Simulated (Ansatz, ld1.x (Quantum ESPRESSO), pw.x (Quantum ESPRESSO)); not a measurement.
# Mg (Z = 12) (fcc): variants of one RRKJ potential in the solid

Mg, norm-conserving RRKJ (Kleinman–Bylander form), made with ld1.x (Quantum ESPRESSO) 7.5 (PBE, scalar-relativistic). Core [Ne], reference 3s1 3p0 (charge +1). Waves: 3p (bound, empty): rc 2.90 bohr; 3s (bound): rc 1.70 bohr. Local part: the s channel. Core correction: none.

Crystal test: fcc Mg in pw.x 7.5, no spin, 13³ k-points, Fermi–Dirac smearing 0.01 Ry, cutoffs set for each file from its atomic test. The reference is all-electron LAPW (Ansatz 0.2.0) with the same functional, mesh and smearing; V0 and B0 come from Birch–Murnaghan fits to the pressures at five volumes. Errors are pseudo minus all-electron; Δ is the rms difference of the E(V) curves that follow from these fits, minima aligned, over ±6 % about the mean V0. Mesh and smearing are coarse, so the numbers serve the comparison and aren't converged zero-temperature values; the lattice is a test structure that the element need not adopt.

All-electron: a0 = 4.524 Å (V0 = 23.15 Å³/atom), B0 = 35.0 GPa.

Base: This is a poor potential for the solid.

A dash in a converged row means that the minimum lies outside the volumes sampled.

| change | cutoffs (Ry) | pw.x | a0 (Å) | a0 error (%) | B0 error (%) | Δ (meV/atom) | mean pressure error (GPa) |
| --- | --- | --- | --- | --- | --- | --- | --- |
| base | 40/160 | converged | 4.570 | +1.01 | -3.8 | 5.3 | +1.08 |
| all radii scaled by about 0.81 (s 1.38, p 2.34 bohr) | 120/480 | converged; bound ghost | – | – | – | – | -2.45 |
| all radii scaled by about 0.94 (s 1.60, p 2.74 bohr) | 60/240 | converged | 4.565 | +0.90 | -3.8 | 4.7 | +0.95 |
| all radii scaled by about 1.10 (s 1.86, p 3.18 bohr) | 35/140 | converged | 4.575 | +1.13 | -4.7 | 5.9 | +1.20 |
| all radii scaled by about 1.20 (s 2.04, p 3.48 bohr) | 35/140 | converged | 4.578 | +1.18 | -4.9 | 6.2 | +1.25 |
| all radii scaled by about 1.33 (s 2.26, p 3.84 bohr) | 35/140 | converged | 4.576 | +1.14 | -4.8 | 6.0 | +1.22 |
